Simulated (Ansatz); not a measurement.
TiAl in Ansatz: the effect of functional

The system is TiAl.

```
Ti Al
1.0
     2.80873    0.00000    0.00000
    -1.40437    2.43243    0.00000
     0.00000    0.00000    4.58259
Ti Al
1 1
Direct
  0.00000 0.00000 0.00000
  0.33333 0.66667 0.50000
```

The cell comes from a database or a generator and needn't be the stable form of this composition.

The cell isn't the ideal one: volume scaled by 0.94.

Alike in all runs:

| Item | Value |
| --- | --- |
| Program | Ansatz 0.2.0 |
| Task | single point |
| Potentials or basis | Ansatz PAW |
| k mesh | 11 × 11 × 6 |
| Occupations | fermi-dirac, width 0.05 eV |
| Spin | no spin polarisation |

One run gave: pressure 4.2 GPa. Which functional did it use?
A. LDA
B. r2SCAN
C. PBEsol

C.

| functional | cutoff | pressure (GPa) |
| --- | --- | --- |
| LDA | 420 eV (not typed: the program's choice for these potentials) | 0.4 |
| PBEsol | 420 eV (not typed: the program's choice for these potentials) | 4.2 |
| r2SCAN | 500 eV (not typed: the program's choice for these potentials) | 6.5 |

Caveats: the PAW data sets come from PBE, with cores solved anew for the run's functional, which leaves a small shift of forces and pressure.
